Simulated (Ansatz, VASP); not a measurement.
## Ag in VASP and in Ansatz

```
CELL_PARAMETERS angstrom
0.00000 2.07818 2.07818
2.07818 0.00000 2.07818
2.07818 2.07818 0.00000
ATOMIC_POSITIONS crystal
Ag 0.00000 0.00000 0.00000
```

Alike in both runs: task relaxation of cell and atoms; functional PBE; k mesh 18 × 18 × 18; occupations gaussian, width 0.1 eV; no spin polarisation.

```csv
,VASP,Ansatz
version,VASP 6.6.1,Ansatz 0.2.0
potentials or method,"VASP PAW PBE potentials, release 64 (Ag)","scalar-relativistic, plane waves, PAW"
plane-wave cutoff (eV),600,420
valence electrons in the cell,11,19
```

```tsv
	VASP	Ansatz	Ansatz less VASP
gap on the k mesh at the Fermi level, each at its own relaxed structure (eV)	none	none	-
relaxed volume (Å³/atom)	17.80	17.83	+0.035
relaxed cell length with the largest relative difference (Å)	2.931	2.933	+0.0019
```

A gap of «none» marks a metal or a gap that the smearing closes. The two sets of potentials don't hold the same shells in valence.
